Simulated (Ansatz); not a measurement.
Clean, relaxed (001) surface of CoPdO2, space group R-3m (No. 166) (top face towards +c; atoms held fixed, by place in the list: 1, 2, 3):

```
CELL_PARAMETERS angstrom
2.81493 0.00000 0.00000
-1.40747 2.43780 0.00000
0.00000 0.00000 24.78063
ATOMIC_POSITIONS crystal
O 0.00000 0.00000 0.34301
Co 0.33333 0.66667 0.38148
O 0.66667 0.33333 0.41994
Pd 0.66667 0.33333 0.49991
O 0.66667 0.33333 0.57995
Co 0.00000 0.00000 0.61943
O 0.33333 0.66667 0.65488
```

The calculation used DFT PBEsol, scalar-relativistic, plane waves, PAW (Ansatz 0.2.0). Plane waves to 420 eV, a k mesh through Γ of 12×12×1 on the computed 7-atom cell and Gaussian smearing (0.10 eV); no spin polarisation. The cell repeats along c with a dipole correction in the vacuum.

The adsorption energy is E(slab + adsorbate) − E(slab) − E(free adsorbate, spin-polarised where open-shell). Heights count from the highest slab atom after relaxation. Δp counts per cell along +c. With the adsorbate the cell is lengthened along c to keep the vacuum.

An adsorbate (one adsorbate per 6.9 Å²) relaxed from the top (O) at (0.33, 0.67) site binds with -2.68 eV, its anchoring atom 0.98 Å over the highest slab atom; the slab's dipole changes by +0.180 e·Å and the work function by -4.75 eV.

Q: Which adsorbate is it? It is a single non-metal or semimetal atom.

A: H (atom). The answer isn't unique; the calculation gave this one.

Each end is the local minimum or symmetric point that its start leads to. The slab is only 7.8 Å thick, so the energies aren't converged with thickness.

Spin polarisation was left out, and a magnetic state may lie lower.

Cost: 4 runs of about 8.8 core-minutes in all, on Intel Xeon Platinum 8375C (Ice Lake) (shared hosts).